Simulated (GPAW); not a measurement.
# LiBr (Fm-3m): G0W0 on several meshes in GPAW

Wanted: mesh dependence and cost of G0W0 for LiBr (Fm-3m).

Main program and level: GPAW 26.7.0; PBE and many-body steps on it, plane waves.

This is a report of a sequence of runs, with most program output left out.

## 1. The structure

The structure is cubic, space group Fm-3m (No. 225). The conventional cell has a = 5.501 Å, b = 5.501 Å, c = 5.501 Å, α = 90.00°, β = 90.00°, γ = 90.00°. Li has 6 Br at 2.75 Å nearest. Br has 6 Li at 2.75 Å nearest. Farther neighbours and most contacts between anions are not listed.

Coordinates:

```cif
data_structure
_symmetry_space_group_name_H-M 'P 1'
_symmetry_Int_Tables_number 1
_cell_length_a 3.8900
_cell_length_b 3.8900
_cell_length_c 3.8900
_cell_angle_alpha 60.000
_cell_angle_beta 60.000
_cell_angle_gamma 60.000
_cell_volume 41.62
loop_
_atom_site_label
_atom_site_type_symbol
_atom_site_fract_x
_atom_site_fract_y
_atom_site_fract_z
_atom_site_occupancy
Li1 Li 0.00000 0.00000 0.00000 1
Br2 Br 0.50000 0.50000 0.50000 1
```

The cell and positions come from the Crystallography Open Database and are kept as given unless a step says otherwise.

## 2. Empty states on the mesh, 4×4×4 mesh, 383 bands

This step: GPAW 26.7.0; DFT, PBE, plane waves, PAW.

The sums over transitions need many empty states on a uniform mesh; this step solves for them.

Input file run.py:

```python
import json
import numpy as np
from gpaw.mpi import world
from gpaw import GPAW

calc = GPAW('gs.gpw').fixed_density(kpts={'size': (4, 4, 4), 'gamma': True},
    parallel={'domain': 1, 'band': 1},
    txt='nscf.txt')
calc.diagonalize_full_hamiltonian(nbands=383)
calc.write('full.gpw', mode='all')
res = {}
kpts = calc.get_ibz_k_points()
res['kpts'] = kpts
res['eigenvalues'] = [calc.get_eigenvalues(kpt=k) for k in range(len(kpts))]
res['n_electrons'] = calc.get_number_of_electrons()

if world.rank == 0:
    with open('result.json', 'w') as f:
        json.dump(res, f, default=lambda x: x.tolist())
```

On the command line:

```bash
> mpirun -n 4 gpaw python run.py
```

Wall time 10 s (4 MPI ranks of Arm Neoverse V1, shared host); peak memory 1.3 GiB; 41 s of CPU time.

This step gave:

```yaml
gap: 4.936 eV
k_of_the_valence_top: 0, 0, 0
k_of_the_conduction_bottom: 0, 0, 0
least_direct_gap: 4.936 eV
k_points_computed: 8
lowest_point_of_the_top_converged_band_above_the_valence_top: 243.4712 eV
```

On this mesh the gap is 4.936 eV.

## 3. 4×4×4

G0W0 replaces the xc potential by the self-energy, built once from these orbitals. Only a window of levels is corrected, while the sums run over the empty bands that the input names.

This step: G0W0 on PBE, plane waves, PAW.

Input file run.py:

```python
import json
import numpy as np
from gpaw.mpi import world
from gpaw.response.g0w0 import G0W0

gw = G0W0('full.gpw',
    filename='gw',
    kpts=[0],
    bands=(2, 6),
    ecut=75,
    nbands=61,
    integrate_gamma='WS',
    ppa=True)
gw.calculate()
res = {mode: {k: v for k, v in r.items() if k != 'sigma_eskwn'}
       for mode, r in gw.all_results.items()}

if world.rank == 0:
    with open('result.json', 'w') as f:
        json.dump(res, f, default=lambda x: x.tolist())
```

On the command line:

```bash
> mpirun -n 4 gpaw python run.py
```

Wall time 12 s (4 MPI ranks); peak memory 0.91 GiB.

This step gave:

- G0W0 gap on the points computed: 6.959 eV
- least direct G0W0 gap on the computed points: 6.959 eV
- Z at the valence top: 0.8176
- Z at the conduction bottom: 0.8459
- starting gap on the mesh: 4.936 eV
- k of the valence top: 0, 0, 0
- k of the conduction bottom: 0, 0, 0

The gap on the mesh goes from 4.94 eV to 6.96 eV, a correction of +2.02 eV.

## 4. Empty states on the mesh, 6×6×6 mesh, 71 bands

This step: DFT, PBE, plane waves, PAW.

Input file run.py:

```python
import json
import numpy as np
from gpaw.mpi import world
from gpaw import GPAW

calc = GPAW('gs.gpw').fixed_density(kpts={'size': (6, 6, 6), 'gamma': True},
    nbands=82,
    convergence={'bands': 71},
    txt='nscf.txt')
calc.write('full.gpw', mode='all')
res = {}
kpts = calc.get_ibz_k_points()
res['kpts'] = kpts
res['eigenvalues'] = [calc.get_eigenvalues(kpt=k) for k in range(len(kpts))]
res['n_electrons'] = calc.get_number_of_electrons()

if world.rank == 0:
    with open('result.json', 'w') as f:
        json.dump(res, f, default=lambda x: x.tolist())
```

On the command line:

```bash
> mpirun -n 4 gpaw python run.py
```

Elapsed: 19 s, on 4 MPI ranks; peak memory 0.68 GiB.

This step gave:

- gap: 4.936 eV
- k of the valence top: 0, 0, 0
- k of the conduction bottom: 0, 0, 0
- least direct gap: 4.936 eV
- k points computed: 16
- lowest point of the top converged band, above the valence top: 73.1467 eV

On this mesh the gap is 4.936 eV.

## 5. 6×6×6

This step: G0W0 on PBE, plane waves, PAW.

Input file run.py:

```python
import json
import numpy as np
from gpaw.mpi import world
from gpaw.response.g0w0 import G0W0

gw = G0W0('full.gpw',
    filename='gw',
    kpts=[0],
    bands=(2, 6),
    ecut=75,
    nbands=61,
    integrate_gamma='WS',
    ppa=True)
gw.calculate()
res = {mode: {k: v for k, v in r.items() if k != 'sigma_eskwn'}
       for mode, r in gw.all_results.items()}

if world.rank == 0:
    with open('result.json', 'w') as f:
        json.dump(res, f, default=lambda x: x.tolist())
```

On the command line:

```bash
> mpirun -n 4 gpaw python run.py
```

Run time: 44 s. Hardware: 4 MPI ranks; peak memory 0.88 GiB; 2.9 min of CPU time.

Numbers from this step:

- G0W0 gap on the points computed: 6.948 eV
- least direct G0W0 gap on the computed points: 6.948 eV
- Z at the valence top: 0.8168
- Z at the conduction bottom: 0.8470
- starting gap on the mesh: 4.936 eV
- k of the valence top: 0, 0, 0
- k of the conduction bottom: 0, 0, 0

Against G0W0 in GPAW (4×4×4 mesh, 61 bands, screening to 75 eV, Godby-Needs plasmon pole), the gap moves by −0.011 eV.

## 6. The runs together

Times are wall times on 4 MPI ranks of Arm Neoverse V1, shared host, good to a factor of about two.

| run | mesh | bands | screening cutoff (eV) | DFT gap (eV) | gap on the mesh (eV) | direct (eV) | time |
| --- | --- | --- | --- | --- | --- | --- | --- |
| 4×4×4 | 4×4×4 | 61 | 75 | 4.936 | 6.959 | 6.959 | 12 s |
| 6×6×6 | 6×6×6 | 61 | 75 | 4.936 | 6.948 | 6.948 | 44 s |

## 7. Outcome

| Property | Result |
| --- | --- |
| 4×4×4 | 6.959 eV |
| 6×6×6 | 6.948 eV |
| known limits | not at the basis limit; no spin-orbit coupling; coarse k mesh |

What this shows: 6×6×6: −0.011 eV against 4×4×4. Bands and cutoff are finite, so the gap is not at the basis limit. The miss can reach some tenths of an eV and take either sign; the mesh is an error of its own. These stock PAW sets were not made for GW; the filled d or f shell of Br lies in the frozen core, which bears on start and correction. In the G0W0 runs levels were corrected at 1 k point alone, so a gap called «on the mesh» is the least over those, and an edge elsewhere would be missed. The 4×4×4 mesh is coarse for this cell, which bears on the long-range parts of exchange and screening. The many-body steps are scalar-relativistic: spin-orbit coupling is not in them.

[Paths, hosts, dates, memory and timing lines, banners, echoed tables and standing remarks are left out of the program output.]

[Logs are printed without paths, hosts, clocks, repeated set-up lines and the standing remarks that a program may print on its own settings, such as how far it seeks lower states.]

[Runs of the session that timed out or met a known fault of the program may be left out.]

[Hosts, paths, dates, database ids (printed as entryN), source tags and the programs' standing remarks are cut or masked in the printed files.]
